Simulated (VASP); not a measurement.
Set up this calculation in VASP 6.6.1, as the native input.

- Task: relaxation of cell and atoms
- Functional: revPBE
- Dispersion: D3
- Potentials or basis: VASP PAW PBE potentials, release 64 (Au, Cu)
- Cutoff: 600 eV
- k mesh: 7 × 7 × 7
- Occupations: fermi-dirac, width 0.05 eV
- Spin: no spin polarisation
- Further INCAR settings: ALGO = Fast; EDIFF = 1e-06; IBRION = 2; EDIFFG = -0.01; NSW = 40; ISIF = 3

The structure of Cu3Au (Auricupride) lies in POSCAR:

```
Cu3Au
1.0
    3.7400000000      0.0000000000      0.0000000000
    0.0000000000      3.7400000000      0.0000000000
    0.0000000000      0.0000000000      3.7400000000
Au Cu
1 3
Direct
    0.0000000000      0.0000000000      0.0000000000
    0.5000000000      0.5000000000      0.0000000000
    0.5000000000      0.0000000000      0.5000000000
    0.0000000000      0.5000000000      0.5000000000
```

These files were run (other wordings do the same):

INCAR

```
PREC = Accurate ; ENCUT = 600
EDIFF = 1E-6 ; ISMEAR = -1
SIGMA = 0.05 ; LREAL = False
LASPH = True ; NELM = 80
ALGO = Fast ; ISIF = 3
LWAVE = False ; LCHARG = False
GGA = RE ; IVDW = 11
IBRION = 2 ; NSW = 40
EDIFFG = -0.01
```

KPOINTS

```
Automatic mesh
0
Gamma
  7 7 7
```

Potentials or basis: VASP PAW PBE potentials, release 64 (Au, Cu).

Run with:

```sh
$ cat potpaw_PBE.64/Au/POTCAR potpaw_PBE.64/Cu/POTCAR > POTCAR
$ mpirun -np 1 vasp_std > vasp.out
```

It gave:

The relaxed volume is 12.93 Å³/atom and the relaxed cell is a = 3.726 Å, b = 3.726 Å, c = 3.726 Å, α = 90.00°, β = 90.00°, γ = 90.00°. The space group after relaxing (to 0.05 Å) is Pm-3m (No. 221) and the energy gained by relaxing is 0.9 meV/atom. The ionic steps are 10 and the pressure after relaxing is -0.1 GPa. The band gap on the k mesh is none (metal or under the smearing width). The dispersion energy per atom is -1.065 eV.

Caveat: the PAW data sets were made with another functional, which shifts forces and pressure a little; pairwise dispersion overbinds metals, which lowers pressure and volume.

It took 2.4 min on 1 thread of Intel(R) Xeon(R) Platinum 8375C CPU @ 2.90GHz (Ice Lake), on a shared host, peak memory 0.2 GiB.
